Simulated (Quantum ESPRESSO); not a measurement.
# Al2Au (Fm-3m) in Quantum ESPRESSO: further runs, part 2 of 2

Quantum ESPRESSO 7.5. Earlier steps stand in the parts before.

**3. Single point, LDA, 16.92 Å³/atom**

File pw.in:

```
&CONTROL
  calculation = 'scf'
  prefix = 'pwscf'
  outdir = './tmp'
  pseudo_dir = './pseudo'
  tstress = .true.
  disk_io = 'nowf'
/
&SYSTEM
  ibrav = 0
  nat = 3
  ntyp = 2
  ecutwfc = 45
  ecutrho = 360
  nbnd = 15
  occupations = 'smearing'
  smearing = 'fd'
  degauss = 0.00367493
/
&ELECTRONS
  conv_thr = 6d-10
  electron_maxstep = 120
  mixing_beta = 0.5
/
ATOMIC_SPECIES
Au   196.9666 au_lda_v1.uspp.F.UPF
Al    26.9815 al_lda_v1.uspp.F.UPF
CELL_PARAMETERS angstrom
   0.0000000000    2.9387583261    2.9387583261
   2.9387583261    0.0000000000    2.9387583261
   2.9387583261    2.9387583261    0.0000000000
ATOMIC_POSITIONS crystal
Au     0.0000000000    0.0000000000    0.0000000000
Al     0.7500000000    0.7500000000    0.7500000000
Al     0.2500000000    0.2500000000    0.2500000000
K_POINTS automatic
8 8 8 0 0 0
```

Potentials or basis: GBRV 1.5 LDA.

Started as:

```console
$ OMP_NUM_THREADS=1 mpirun -n 2 pw.x -nk 2 -in pw.in > pw.out
```

pw.out:

```text
This program is part of the open-source Quantum ESPRESSO suite
     for quantum simulation of materials; please cite
[... 13 lines left out ...]
     --------------------
     sticks:   dense  smooth     PW     G-vecs:    dense   smooth      PW
     Sum        1531     757    241                39597    13851    2421

     Using Slab Decomposition

     bravais-lattice index     =            0
     lattice parameter (alat)  =       7.8538  a.u.
     unit-cell volume          =     342.5455 (a.u.)^3
     number of atoms/cell      =            3
     number of atomic types    =            2
     number of electrons       =        17.00
     number of Kohn-Sham states=           15
     kinetic-energy cutoff     =      45.0000  Ry
     charge density cutoff     =     360.0000  Ry
     scf convergence threshold =      6.0E-10
     mixing beta               =       0.5000
     number of iterations used =            8  plain     mixing
     Exchange-correlation= SLA  PZ   NOGX NOGC
                           (   1   1   0   0   0   0   0)

     celldm(1)=   7.853762  celldm(2)=   0.000000  celldm(3)=   0.000000
     celldm(4)=   0.000000  celldm(5)=   0.000000  celldm(6)=   0.000000

     crystal axes: (cart. coord. in units of alat)
               a(1) = (   0.000000   0.707107   0.707107 )
               a(2) = (   0.707107   0.000000   0.707107 )
               a(3) = (   0.707107   0.707107   0.000000 )

     reciprocal axes: (cart. coord. in units 2 pi/alat)
               b(1) = ( -0.707107  0.707107  0.707107 )
               b(2) = (  0.707107 -0.707107  0.707107 )
               b(3) = (  0.707107  0.707107 -0.707107 )

     PseudoPot. # 1 for Au read from file:
     au_lda_v1.uspp.F.UPF
     Pseudo is Ultrasoft + core correction, Zval = 11.0
     Generated by new atomic code, or converted to UPF format
     Using radial grid of  985 points,  7 beta functions with:
                l(1) =   0
                l(2) =   0
                l(3) =   1
                l(4) =   1
                l(5) =   2
                l(6) =   2
                l(7) =   3
     Q(r) pseudized with  6 coefficients,  rinner =    1.900   1.900   1.900
                                                       1.900   1.900   1.900
                                                       1.900

     PseudoPot. # 2 for Al read from file:
     al_lda_v1.uspp.F.UPF
     Pseudo is Ultrasoft + core correction, Zval =  3.0
     Generated by new atomic code, or converted to UPF format
     Using radial grid of  893 points,  3 beta functions with:
                l(1) =   0
                l(2) =   1
                l(3) =   2
     Q(r) pseudized with  8 coefficients,  rinner =    0.900   0.900   0.900
                                                       0.900   0.900

     atomic species   valence    mass     pseudopotential
     Au               11.00   196.96660     Au( 1.00)
     Al                3.00    26.98150     Al( 1.00)

     48 Sym. Ops., with inversion, found

   Cartesian axes

     site n.     atom                  positions (alat units)
         1        Au     tau(   1) = (   0.0000000   0.0000000   0.0000000  )
         2        Al     tau(   2) = (   1.0606602   1.0606602   1.0606602  )
         3        Al     tau(   3) = (   0.3535534   0.3535534   0.3535534  )

     number of k points=    29  Fermi-Dirac smearing, width (Ry)=  0.0037
                       cart. coord. in units 2pi/alat
        k(    1) = (   0.0000000   0.0000000   0.0000000), wk =   0.0039062
        k(    2) = (   0.0883883   0.0883883  -0.0883883), wk =   0.0312500
        k(    3) = (   0.1767767   0.1767767  -0.1767767), wk =   0.0312500
        k(    4) = (   0.2651650   0.2651650  -0.2651650), wk =   0.0312500
        k(    5) = (  -0.3535534  -0.3535534   0.3535534), wk =   0.0156250
        k(    6) = (   0.1767767   0.0000000   0.0000000), wk =   0.0234375
[... 21 lines left out ...]
        k(   28) = (  -0.7071068   0.1767767  -0.0000000), wk =   0.0468750
        k(   29) = (  -0.7071068   0.3535534   0.0000000), wk =   0.0234375

     Dense  grid:    39597 G-vectors     FFT dimensions: (  48,  48,  48)

     Smooth grid:    13851 G-vectors     FFT dimensions: (  36,  36,  36)

     Initial potential from superposition of free atoms

     starting charge      16.9955, renormalised to      17.0000
     Starting wfcs are   17 randomized atomic wfcs

     Self-consistent Calculation

     iteration #  1     ecut=    45.00 Ry     beta= 0.50
     Davidson diagonalization with overlap
     ethr =  1.00E-02,  avg # of iterations =  4.3

     total energy              =    -128.14954934 Ry
     estimated scf accuracy    <       0.40783761 Ry
[... 85 lines left out ...]
     iteration # 14     ecut=    45.00 Ry     beta= 0.50
     Davidson diagonalization with overlap
     ethr =  4.38E-12,  avg # of iterations =  1.0

     End of self-consistent calculation

          k = 0.0000 0.0000 0.0000 (  1807 PWs)   bands (ev):

    -0.8005   3.2589   3.2589   3.2589   4.2973   4.2973  12.7248  13.2262
    13.2262  13.2262  14.4094  14.4094  14.4094  16.0974  16.0974
[... 93 lines left out ...]
     2.4645   3.1203   3.2729   4.0247   4.3732   4.4017   5.4421   6.7004
     8.7678  12.2426  14.7595  16.4258  18.2514  18.6675  19.4651

          k =-0.7071 0.0000 0.0000 (  1724 PWs)   bands (ev):

     2.5447   2.7337   3.7754   4.1457   4.1457   4.6323   4.9823   7.9699
     7.9699  11.7909  12.3661  17.9902  20.3994  20.3994  20.8505

          k = 0.3536 0.1768 0.0000 (  1741 PWs)   bands (ev):
[... 26 lines left out ...]
     2.1924   2.8671   3.5715   3.9631   4.0883   4.4156   6.2287   6.5055
     8.9343  13.5078  14.7464  15.8755  17.0363  17.9730  20.0693

          k =-0.7071 0.1768-0.0000 (  1744 PWs)   bands (ev):

     2.6147   2.9633   3.2652   4.1458   4.3698   4.8218   4.9115   7.2811
     7.9489  12.6974  13.3142  16.6974  18.6002  19.9776  20.8351

          k =-0.7071 0.3536 0.0000 (  1744 PWs)   bands (ev):

     2.8425   2.8425   3.5346   3.6617   4.1460   4.7849   6.0551   6.0551
     7.9327  14.5754  14.5754  15.6153  15.6441  19.7615  21.9217

     the Fermi energy is    10.2512 ev

!    total energy              =    -128.31288058 Ry
     estimated scf accuracy    <          3.0E-10 Ry
     smearing contrib. (-TS)   =      -0.00048911 Ry
     internal energy E=F+TS    =    -128.31239147 Ry

     The total energy is F=E-TS. E is the sum of the following terms:
     one-electron contribution =      -6.99818340 Ry
     hartree contribution      =      18.02031830 Ry
     xc contribution           =     -70.65948739 Ry
     ewald contribution        =     -68.67503898 Ry

     convergence has been achieved in  14 iterations

     Computing stress (Cartesian axis) and pressure

          total   stress  (Ry/bohr**3)                   (kbar)     P=       49.84
   0.00033882  -0.00000000   0.00000000           49.84       -0.00        0.00
   0.00000000   0.00033882   0.00000000            0.00       49.84        0.00
   0.00000000   0.00000000   0.00033882            0.00        0.00       49.84

=------------------------------------------------------------------------------=
   JOB DONE.
=------------------------------------------------------------------------------=
```

Run time: 15 s. Hardware: 2 MPI ranks of Intel Xeon 6975P-C (Granite Rapids), shared host; peak memory 0.38 GiB.

Results:

- Free energy: -1745.7857 eV
- Pressure: 5.0 GPa
- Band gap on the k mesh: none (metal or under the smearing width)

**4. Single point, LDA, 17.28 Å³/atom**

Changes to pw.in since step 3:

```diff
@@ -28,5 +28,5 @@
 CELL_PARAMETERS angstrom
-   0.0000000000    2.9387583261    2.9387583261
-   2.9387583261    0.0000000000    2.9387583261
-   2.9387583261    2.9387583261    0.0000000000
+   0.0000000000    2.9594544892    2.9594544892
+   2.9594544892    0.0000000000    2.9594544892
+   2.9594544892    2.9594544892    0.0000000000
 ATOMIC_POSITIONS crystal
```

Started as:

```console
$ OMP_NUM_THREADS=1 mpirun -n 2 pw.x -nk 2 -in pw.in > pw.out
```

Wall time 14 s (2 MPI ranks of Intel Xeon 6975P-C (Granite Rapids), shared host); peak memory 0.38 GiB.

It converged, with:

* Free energy: -1745.8097 eV
* Pressure: 2.1 GPa
* Band gap on the k mesh: none (metal or under the smearing width)

**5. Single point, LDA, 17.64 Å³/atom**

Changes to pw.in since step 4:

```diff
@@ -28,5 +28,5 @@
 CELL_PARAMETERS angstrom
-   0.0000000000    2.9594544892    2.9594544892
-   2.9594544892    0.0000000000    2.9594544892
-   2.9594544892    2.9594544892    0.0000000000
+   0.0000000000    2.9798651651    2.9798651651
+   2.9798651651    0.0000000000    2.9798651651
+   2.9798651651    2.9798651651    0.0000000000
 ATOMIC_POSITIONS crystal
```

Started as:

```console
$ OMP_NUM_THREADS=1 mpirun -n 2 pw.x -nk 2 -in pw.in > pw.out
```

It took 12 s on 2 MPI ranks of Intel Xeon 6975P-C (Granite Rapids), shared host; peak memory 0.4 GiB.

Results (log left out):

```
Free energy            : -1745.8150 eV
Pressure               : -0.5 GPa
Band gap on the k mesh : none (metal or under the smearing width)
```

**6. Single point, LDA, 18.00 Å³/atom**

Changes to pw.in since step 5:

```diff
@@ -28,5 +28,5 @@
 CELL_PARAMETERS angstrom
-   0.0000000000    2.9798651651    2.9798651651
-   2.9798651651    0.0000000000    2.9798651651
-   2.9798651651    2.9798651651    0.0000000000
+   0.0000000000    3.0000000000    3.0000000000
+   3.0000000000    0.0000000000    3.0000000000
+   3.0000000000    3.0000000000    0.0000000000
 ATOMIC_POSITIONS crystal
```

Potentials or basis: GBRV 1.5 LDA.

Started as:

```console
$ OMP_NUM_THREADS=1 mpirun -n 2 pw.x -nk 2 -in pw.in > pw.out
```

It took 12 s on 2 MPI ranks of Intel Xeon 6975P-C (Granite Rapids), shared host; peak memory 0.4 GiB.

The run converged. Its results:

| Property | Result |
| --- | --- |
| Free energy | -1745.8041 eV |
| Pressure | -2.8 GPa |
| Band gap on the k mesh | none (metal or under the smearing width) |

**7. Single point, LDA, 18.36 Å³/atom**

Changes to pw.in since step 6:

```diff
@@ -28,5 +28,5 @@
 CELL_PARAMETERS angstrom
-   0.0000000000    3.0000000000    3.0000000000
-   3.0000000000    0.0000000000    3.0000000000
-   3.0000000000    3.0000000000    0.0000000000
+   0.0000000000    3.0198681287    3.0198681287
+   3.0198681287    0.0000000000    3.0198681287
+   3.0198681287    3.0198681287    0.0000000000
 ATOMIC_POSITIONS crystal
```

Started as:

```console
$ OMP_NUM_THREADS=1 mpirun -n 2 pw.x -nk 2 -in pw.in > pw.out
```

Run time: 13 s. Hardware: 2 MPI ranks of Intel Xeon 6975P-C (Granite Rapids), shared host; peak memory 0.42 GiB.

The run converged. Its results:

- Free energy: -1745.7789 eV
- Pressure: -4.8 GPa
- Band gap on the k mesh: none (metal or under the smearing width)

**8. Single point, LDA, 18.72 Å³/atom**

Changes to pw.in since step 7:

```diff
@@ -28,5 +28,5 @@
 CELL_PARAMETERS angstrom
-   0.0000000000    3.0198681287    3.0198681287
-   3.0198681287    0.0000000000    3.0198681287
-   3.0198681287    3.0198681287    0.0000000000
+   0.0000000000    3.0394782115    3.0394782115
+   3.0394782115    0.0000000000    3.0394782115
+   3.0394782115    3.0394782115    0.0000000000
 ATOMIC_POSITIONS crystal
```

Started as:

```console
$ OMP_NUM_THREADS=1 mpirun -n 2 pw.x -nk 2 -in pw.in > pw.out
```

Run time: 14 s. Hardware: 2 MPI ranks of Intel Xeon 6975P-C (Granite Rapids), shared host; peak memory 0.42 GiB.

Results (log left out):

```yaml
Free_energy: -1745.7409 eV
Pressure: -6.6 GPa
Band_gap_on_the_k_mesh: none (metal or under the smearing width)
```

**9. Single point, LDA, 19.08 Å³/atom**

Changes to pw.in since step 8:

```diff
@@ -28,5 +28,5 @@
 CELL_PARAMETERS angstrom
-   0.0000000000    3.0394782115    3.0394782115
-   3.0394782115    0.0000000000    3.0394782115
-   3.0394782115    3.0394782115    0.0000000000
+   0.0000000000    3.0588384673    3.0588384673
+   3.0588384673    0.0000000000    3.0588384673
+   3.0588384673    3.0588384673    0.0000000000
 ATOMIC_POSITIONS crystal
```

Potentials or basis: GBRV 1.5 LDA.

Started as:

```console
$ OMP_NUM_THREADS=1 mpirun -n 2 pw.x -nk 2 -in pw.in > pw.out
```

It took 13 s on 2 MPI ranks of Intel Xeon 6975P-C (Granite Rapids), shared host; peak memory 0.42 GiB.

The run converged. Its results:

```
Free energy            : -1745.6915 eV
Pressure               : -8.1 GPa
Band gap on the k mesh : none (metal or under the smearing width)
```

**10. Equation of state, LDA**

Potentials or basis: GBRV 1.5 LDA.

No new run: the results of the series are fitted here.

Results:

```yaml
Equilibrium_volume: 17.57 Å³/atom
Bulk_modulus: 121 GPa
Pressure_derivative_of_the_bulk_modulus: 5.0
```

Energy against volume, from the lowest point:
```
volume (Å³/atom)  energy (meV/atom)
          16.920               9.78
          17.280               1.78
          17.640               0.00
          18.000               3.62
          18.360              12.03
          18.720              24.70
          19.080              41.16
```

**11. For comparison**

An earlier run on the cell as given: functional PBEsol; potentials or basis GBRV 1.5 PBEsol; cutoff 612 eV; density cutoff 4898 eV; k mesh 8 × 8 × 8; occupations fermi-dirac, width 0.05 eV; no spin polarisation.

- Pressure: -0.1 GPa
- Band gap on the k mesh: none (metal or under the smearing width)

**12. Overview**

| task | level | potentials or basis | form of the LDA correlation | gap on the mesh (eV) | pressure (GPa) |
| --- | --- | --- | --- | --- | --- |
| band structure | PBEsol | GBRV 1.5 PBEsol | - | none | -0.1 |
| equation of state | LDA | GBRV 1.5 LDA | PZ81 | - | - |
| single point | PBEsol | GBRV 1.5 PBEsol | - | none | -0.1 |

Alike in all rows: no spin polarisation; cell as given; k mesh 8 × 8 × 8; cutoff (eV) 612; smearing fermi-dirac 0.05 eV.

Caveats: spin-orbit coupling is left out, which moves the levels of the heavy elements (some runs).

Total energies depend on the potentials used, so only differences within one code and one set of settings carry meaning.
